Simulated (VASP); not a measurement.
# Ni (P6_3/mmc) in VASP: notebook, part 2 of 2

VASP 6.6.1. Earlier steps stand in the parts before.

### 3 Electric field gradients, LDA, collinear spin, typed start (volume scaled by 0.97)

Contents of INCAR:

```
SYSTEM = Ni
PREC = Accurate
ENCUT = 520
EDIFF = 1E-8
ISMEAR = -1
SIGMA = 0.08
LREAL = .FALSE.
LASPH = .TRUE.
NELM = 150
ALGO = Normal
ISIF = 2
LWAVE = .FALSE.
LCHARG = .FALSE.
ISPIN = 2
MAGMOM = 1.5 1.5
LORBIT = 11
LMAXMIX = 4
GGA = CA
LEFG = .TRUE.
NBANDS = 21
```

Contents of KPOINTS:

```
regular mesh
0
G
  15 15 8
  0 0 0
```

Contents of POSCAR:

```
Ni
1.0
    2.4232937031      0.0000000000      0.0000000000
   -1.2116468515      2.0986339077      0.0000000000
    0.0000000000      0.0000000000      4.0316652867
Ni
2
Direct
    0.3333333333      0.6666666667      0.2500000000
    0.6666666667      0.3333333333      0.7500000000
```

Potentials or basis: VASP PAW LDA potentials, release 64 (Ni).

The run is started by

```
> cat potpaw_LDA.64/Ni/POTCAR > POTCAR
> mpirun -np 1 vasp_std > vasp.out
```

OUTCAR:

```text
SYSTEM = Ni
   PREC = Accurate
   ENCUT = 520
   EDIFF = 1E-8
   ISMEAR = -1
   LREAL = .FALSE.
   LASPH = .TRUE.
   NELM = 150
   ISIF = 2
   ISPIN = 2
   LORBIT = 11
   GGA = CA

 ion  position               nearest neighbor table
   1  0.333  0.667  0.250-   2 2.45   2 2.45   2 2.45   2 2.45   2 2.45   2 2.45
   2  0.667  0.333  0.750-   1 2.45   1 2.45   1 2.45   1 2.45   1 2.45   1 2.45

  LATTYP: Found a hexagonal cell.
 ALAT       =     2.4232937031
 C/A-ratio  =     1.6637130206

  Lattice vectors:

 A1 = (   2.4232937031,   0.0000000000,   0.0000000000)
 A2 = (  -1.2116468515,   2.0986339077,   0.0000000000)
 A3 = (   0.0000000000,   0.0000000000,   4.0316652867)

Analysis of symmetry for initial positions (statically):
=====================================================================
 Subroutine PRICEL returns:
 Original cell was already a primitive cell.

 Routine SETGRP: Setting up the symmetry group for a
 hexagonal supercell.

 Subroutine GETGRP returns: Found 24 space group operations
 (whereof 12 operations were pure point group operations)
 out of a pool of 24 trial point group operations.

The static configuration has the point symmetry D_3d.
 The point group associated with its full space group is D_6h.

Analysis of symmetry for dynamics (positions and initial velocities):
=====================================================================
 Subroutine PRICEL returns:
 Original cell was already a primitive cell.

 Routine SETGRP: Setting up the symmetry group for a
 hexagonal supercell.

 Subroutine GETGRP returns: Found 24 space group operations
 (whereof 12 operations were pure point group operations)
 out of a pool of 24 trial point group operations.

The dynamic configuration has the point symmetry D_3d.
 The point group associated with its full space group is D_6h.

Analysis of structural, dynamic, and magnetic symmetry:
=====================================================================
 Subroutine PRICEL returns:
 Original cell was already a primitive cell.

 Routine SETGRP: Setting up the symmetry group for a
 hexagonal supercell.

 Subroutine GETGRP returns: Found 24 space group operations
 (whereof 12 operations were pure point group operations)
 out of a pool of 24 trial point group operations.

The overall configuration has the point symmetry D_3d.
 The point group associated with its full space group is D_6h.

 Subroutine INISYM returns: Found 24 space group operations
 (whereof 12 operations are pure point group operations),
 and found     1 'primitive' translations

----------------------------------------------------------------------------------------

                                     Primitive cell

  volume of cell :      20.5035

  direct lattice vectors                    reciprocal lattice vectors
     2.423293703  0.000000000  0.000000000     0.412661494  0.238250225  0.000000000
    -1.211646852  2.098633908  0.000000000     0.000000000  0.476500449  0.000000000
     0.000000000  0.000000000  4.031665287     0.000000000  0.000000000  0.248036464

[... 113 lines left out ...]
   LRPA    =     F    only Hartree local field effects (RPA)
 spin polarized calculation
  energy-cutoff  :      520.00
  volume of cell :       20.50
 maximum number of plane-waves:       567
 NGX is ok and might be reduce to    18

 number of electron      19.9999984 magnetization       1.1919770

 Free energy of the ion-electron system (eV)
  ---------------------------------------------------
  ext. energy  EPLUGINS =         0.00000000
  ---------------------------------------------------
  free energy    TOTEN  =       -13.14260757 eV

  energy without entropy =      -13.06290929  energy(sigma->0) =      -13.10275843

 E-fermi :   9.9133     XC(G=0): -13.9673

 val. band max:        9.9128480675   @ k =   0.0000   0.0000   0.0000
 cond. band min:       9.9163863017   @ k =   0.4000  -0.0000   0.1250
 fundamental gap:      0.0035382342
 Fermi energy:         9.9132842134

 spin component 1

 k-point     1 :       0.0000    0.0000    0.0000
  band No.  band energies     occupation
      1       0.4950      1.00000
      2       4.7595      1.00000
      3       7.3316      1.00000
      4       7.4993      1.00000
      5       7.4993      1.00000
      6       7.7794      1.00000
[... 565 lines left out ...]
     20      40.0915      0.00000
     21      44.3546      0.00000

 [... further k-points ...]

 spin component 2

 k-point     1 :       0.0000    0.0000    0.0000
  band No.  band energies     occupation
      1       0.5447      1.00000
      2       5.1156      1.00000
      3       7.9123      1.00000
      4       8.0736      1.00000
      5       8.0736      1.00000
      6       8.3688      1.00000
[... 565 lines left out ...]
     20      40.2239      0.00000
     21      44.3846      0.00000

 [... further k-points ...]

------------------------ aborting loop because EDIFF is reached ----------------------------------------

  FORCE on cell =-STRESS in cart. coord.  units (eV):
  Direction    XX          YY          ZZ          XY          YZ          ZX
  --------------------------------------------------------------------------------------
  -------------------------------------------------------------------------------------
  Total       -0.3796445     -0.3796445     -0.8801167     -0.0000000      0.0000000      0.0000000
  in kB      -29.6661045    -29.6661045    -68.7739010     -0.0000000      0.0000000      0.0000000
  external PRESSURE =     -42.7020367 kB  Pullay stress =       0.0000000 kB

 VOLUME and BASIS-vectors are now :
 -----------------------------------------------------------------------------
  energy-cutoff  :      520.00
  volume of cell :       20.50
      direct lattice vectors                 reciprocal lattice vectors
     2.423293703  0.000000000  0.000000000     0.412661494  0.238250225  0.000000000
    -1.211646852  2.098633908  0.000000000     0.000000000  0.476500449  0.000000000
     0.000000000  0.000000000  4.031665287     0.000000000  0.000000000  0.248036464

 POSITION                                       TOTAL-FORCE (eV/Angst)
 -----------------------------------------------------------------------------------
     -0.00000      1.39909      1.00792        -0.000000     -0.000000      0.000000
      1.21165      0.69954      3.02375         0.000000      0.000000      0.000000
 -----------------------------------------------------------------------------------
    total drift:                               -0.000000      0.000000     -0.000000

  FREE ENERGIE OF THE ION-ELECTRON SYSTEM (eV)
  ---------------------------------------------------
  free  energy   TOTEN  =       -13.1426075728 eV

  energy  without entropy=      -13.0629092865  energy(sigma->0) =      -13.10275843

 Electric field gradients (V/A^2)
---------------------------------------------------------------------
 ion       V_xx      V_yy      V_zz      V_xy      V_xz      V_yz
---------------------------------------------------------------------
   1       1.000     0.998    -1.998    -0.002     0.000    -0.000
   2       1.000     0.998    -1.998    -0.002    -0.000     0.000
---------------------------------------------------------------------

 Electric field gradients after diagonalization (V/A^2)
 (convention: |V_zz| > |V_xx| > |V_yy|)
----------------------------------------------------------------------
 ion       V_xx      V_yy      V_zz     asymmetry (V_yy - V_xx)/ V_zz
----------------------------------------------------------------------
   1       1.002     0.997    -1.998       0.002
   2       1.002     0.997    -1.998       0.002
----------------------------------------------------------------------

           NMR quadrupolar parameters

 Cq : quadrupolar parameter    Cq=e*Q*V_zz/h
 eta: asymmetry parameters     (V_yy - V_xx)/ V_zz
 Q  : nuclear electric quadrupole moment in mb (millibarn)
----------------------------------------------------------------------
 ion       Cq(MHz)       eta       Q (mb)
----------------------------------------------------------------------
   1      -0.005       0.002       1.000
   2      -0.005       0.002       1.000
----------------------------------------------------------------------

 total charge

# of ion       s       p       d       tot
------------------------------------------
    1        0.525   0.551   8.358   9.433
    2        0.525   0.551   8.358   9.433
--------------------------------------------------
tot          1.050   1.101  16.715  18.866

 magnetization (x)

# of ion       s       p       d       tot
------------------------------------------
    1       -0.004  -0.018   0.618   0.597
    2       -0.004  -0.018   0.618   0.597
--------------------------------------------------
tot         -0.007  -0.035   1.235   1.193
```

Run time: 49 s. Hardware: 1 thread of Intel Xeon 6975P-C (Granite Rapids), shared host; peak memory 0.18 GiB.

What came out:

| Property | Result |
| --- | --- |
| Free energy | -13.1426 eV |
| Pressure | -4.3 GPa |
| Band gap on the k mesh | none (metal or under the smearing width) |
| Net moment | 1.19 μB per cell |
| Site moments | Ni +0.60 μB |
| Valence electrons inside the program's atomic spheres | Ni 9.43 |

Electric field gradients, principal values (V/Å²):
```csv
atom,Vxx,Vyy,Vzz
1 Ni,0.997,1.002,-1.998
2 Ni,0.997,1.002,-1.998
```
